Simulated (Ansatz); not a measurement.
Runs of Ansatz 0.2.0 on TiB. Symmetry: Pnma, No. 62, orthorhombic system. Conventional cell: a = 6.120 Å, b = 3.060 Å, c = 4.560 Å, α = 90.00°, β = 90.00°, γ = 90.00°. Ti (site symmetry m) is surrounded by 7 B at 2.34 to 2.54 Å. B (site symmetry m) is surrounded by 2 B at 1.83 Å. 

```csv
U,gap on the mesh (eV),pressure (GPa),largest force (eV/Å)
Ti d U = 4 eV,none,-1.9,0.21
Ti d U = 2 eV,none,-3.9,(b)
Ti d U = 5 eV,none,-0.8,0.20
Ti d U = 8 eV,none,3.3,0.22
Ti d U = 6 eV,none,(a),0.19
```

Alike in all rows: task band structure; level PBEsol+U; potentials or basis Ansatz PAW; no spin polarisation; cell as given; k mesh 5 × 9 × 6; cutoff (eV) 420; smearing fermi-dirac 0.05 eV.

**Question.** Estimate the missing entries.

**Answer.** (a) 0.4; (b) 0.24.

Caveats: U without spin polarisation on a metal has little footing; the PAW data sets come from PBE, with cores solved anew for the run's functional, which leaves a small shift of forces and pressure; the U is typed as a test and isn't derived for this compound.

A gap of «none» marks a metal or a gap under the smearing width.
